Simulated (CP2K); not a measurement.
MgSe: equation of state with r2SCAN

MgSe:

```
CELL_PARAMETERS angstrom
3.85444 0.00000 0.00000
1.92722 3.33804 0.00000
1.92722 1.11268 3.14714
ATOMIC_POSITIONS crystal
Se 0.50000 0.50000 0.50000
Mg 0.00000 0.00000 0.00000
```

```
Program             : CP2K 2026.2
Task                : equation of state
Functional          : r2SCAN
Potentials or basis : POTENTIAL_UZH Se GTH-SCAN-q6, Mg GTH-SCAN-q10; TZVP-MOLOPT-SCAN-GTH basis
Density cutoff      : 19048 eV
k mesh              : 8 × 8 × 8
Occupations         : fermi-dirac, width 0.05 eV
Spin                : no spin polarisation
```

```yaml
Equilibrium_volume: 20.79 Å³/atom
Bulk_modulus: 64 GPa
Pressure_derivative_of_the_bulk_modulus: 4.1
```

Energy against volume, from the lowest point:
```tsv
volume (Å³/atom)	energy (meV/atom)
19.031	34.24
19.436	19.47
19.841	9.14
20.246	2.76
20.651	0.00
21.056	0.49
21.461	3.96
```

All runs of the series together: 3.9 min on 1 thread of Intel(R) Xeon(R) 6975P-C (Granite Rapids) (shared host).

Caveat: the basis of atomic orbitals isn't converged, which shifts pressures, moduli and gaps. Zero-point motion and thermal expansion aren't in these numbers.
